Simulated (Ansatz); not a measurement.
# HfO2 (Fm-3m) under uniaxial strain along [001], part 2 of 2

Wanted: the shifts of the zone-centre modes of HfO2 (Fm-3m) with strain.

Ansatz 0.2.0; DFT PBEsol, scalar-relativistic, plane waves, PAW; PAW set soft_1.

So far, highest optical mode at the zone centre (no LO-TO term) (cm⁻¹): step 5 (zone-centre response at rest) 580; step 7 (strain 4 %) 579; step 9 (strain -4 %) 659.

## Step 10: The series together

The members are set side by side, also those not shown above.

Stress is positive in compression; energies are extrapolated to zero smearing, and E0 is that at rest; the axis is the direction of the strain; the edges not held and the atoms are relaxed in each cell. State of the crystal along the series:

```
strain (%)  stress along the axis (GPa)  free strain along [100] (%)  free strain along [010] (%)  E - E0 (meV/atom)  gap on mesh (eV)  ε∞ along the axis  ε∞ across the axis, mean  ε0 along the axis  ε0 across the axis, mean  largest Born charge in size, a third of the trace (e)  top mode with the field, highest of q along x, y and z (cm⁻¹)
        -4                        23.07                       0.6909                       0.6909              30.43             3.193              5.183                     5.504              29.53                     33.65                                                  5.585                                                          658.9
        -3                        17.02                       0.5083                       0.5083              16.89             3.362              5.225                     5.468              30.76                     34.21                                                  5.577                                                          638.7
        -2                        11.16                       0.3321                       0.3321              7.388             3.517              5.272                     5.435              32.31                     34.89                                                  5.571                                                          628.6
        -1                        5.495                       0.1626                       0.1626              1.833             3.613              5.323                     5.405              34.26                     35.72                                                  5.567                                                            623
         0                     0.001677                            0                            0                  0             3.688               5.38                      5.38               36.7                      36.7                                                  5.563                                                          617.2
         1                       -5.335                      -0.1553                      -0.1553              1.784             3.624               5.44                     5.356              39.75                     37.85                                                  5.561                                                          614.1
         2                       -10.52                      -0.3035                      -0.3035              7.062             3.539              5.504                     5.337              43.62                     39.22                                                   5.56                                                          610.6
         3                       -15.57                      -0.4443                      -0.4443              15.69             3.385              5.574                      5.32               48.7                     40.82                                                   5.56                                                          606.8
         4                       -20.47                      -0.5773                      -0.5773              27.63             3.223              5.647                     5.306              55.56                     42.73                                                  5.561                                                          602.6
```

Without the LO-TO term; optical modes are counted from below at rest and tracked from member to member by their patterns, and modes that stay within 0.3 cm⁻¹ of each other stand once; labels, where given, are those at rest, then, where named, those of the strained cell; the edges not held and the atoms are relaxed in each cell. Optical modes along the series:

```
strain (%)  optical mode 1 T1u to A2u single part (cm⁻¹)  optical mode 2 T1u to Eu pair part (cm⁻¹)  optical mode 3 T2g single part (cm⁻¹)  optical mode 4 T2g to Eg pair part (cm⁻¹)
        -4                                         262.3                                      258.5                                  658.9                                      573.2
        -3                                         257.4                                      253.5                                  638.7                                      575.9
        -2                                         251.4                                      248.1                                    619                                        578
        -1                                         244.4                                      242.4                                  599.5                                      579.4
         0                                         236.3                                      236.3                                  580.2                                      580.2
         1                                         227.2                                      229.9                                  561.2                                      580.6
         2                                         216.9                                      223.2                                  542.2                                      580.6
         3                                         205.3                                      216.2                                  523.2                                      580.1
         4                                         192.1                                      208.7                                  504.1                                      579.3
```

Value and slope at zero strain of a cubic (a lower polynomial where under five rows exist) through the rows within 2 % of rest. Slopes at rest:

```
                                 mode  frequency (cm⁻¹)  shift per percent of strain (cm⁻¹)  shift per GPa of compressive stress (cm⁻¹)
optical mode 1 T1u to A2u single part             236.3                               -8.59                                        1.59
   optical mode 2 T1u to Eu pair part             236.3                               -6.21                                        1.15
       optical mode 3 T2g single part             580.3                              -19.15                                        3.54
   optical mode 4 T2g to Eg pair part             580.2                                0.61                                       -0.11
```

## Step 11: Results

```yaml
members: 9
highest_optical_mode_at_the_zone_centre_no_lo_to_term_at_rest: 580.2 cm⁻¹
young_s_modulus_along_001: 541 GPa
optical_mode_1_t1u_to_a2u_single_part_shift_per_percent: -8.59 cm⁻¹
optical_mode_2_t1u_to_eu_pair_part_shift_per_percent: -6.21 cm⁻¹
optical_mode_3_t2g_single_part_shift_per_percent: -19.15 cm⁻¹
optical_mode_4_t2g_to_eg_pair_part_shift_per_percent: 0.61 cm⁻¹
```

In words: The stress changes by 5.41 GPa for each percent, a Young’s modulus of 541 GPa along [001]. For each percent the free edge responds with -0.16 %. The strain lowers the symmetry: the level at 580.2 cm⁻¹ splits, into 658.9 and 573.2 cm⁻¹ at -4 %. Within 2 % of rest optical mode 4 T2g to Eg pair part bends away from a straight line, so a single slope holds only near rest. The fastest shift in the table of slopes is -19.1 cm⁻¹ for each percent (optical mode 3 T2g single part), or 3.5 cm⁻¹ for each GPa of compressive stress. For small strain, the measured shift of a line that Raman or infrared light can see, divided by its slope, estimates the stress, if the state of stress is of this kind. For infrared-active modes these slopes hold for the transverse lines; longitudinal ones carry the field and shift otherwise. These are harmonic frequencies at zero temperature: anharmonic shifts, linewidths and thermal expansion are left out. Spin-orbit coupling is left out, which can matter for the heavy elements here. The PAW files were made for PBE; the program adapts parts of them to the functional of the run, but their partial waves stay those of PBE, an approximation that was not tested in this session. Only the zone centre was solved, so an instability at another wavevector cannot show here. The cubic phase of this oxide is a high-temperature one, known to be unstable at zero temperature to an oxygen mode at X.

[Logs are printed without paths, hosts, clocks, repeated set-up lines and the standing remarks that a program may print on its own settings, such as how far it seeks lower states.]

[Hosts, paths, dates, database ids (printed as entryN), source tags and the programs' standing remarks are cut or masked in the printed files.]
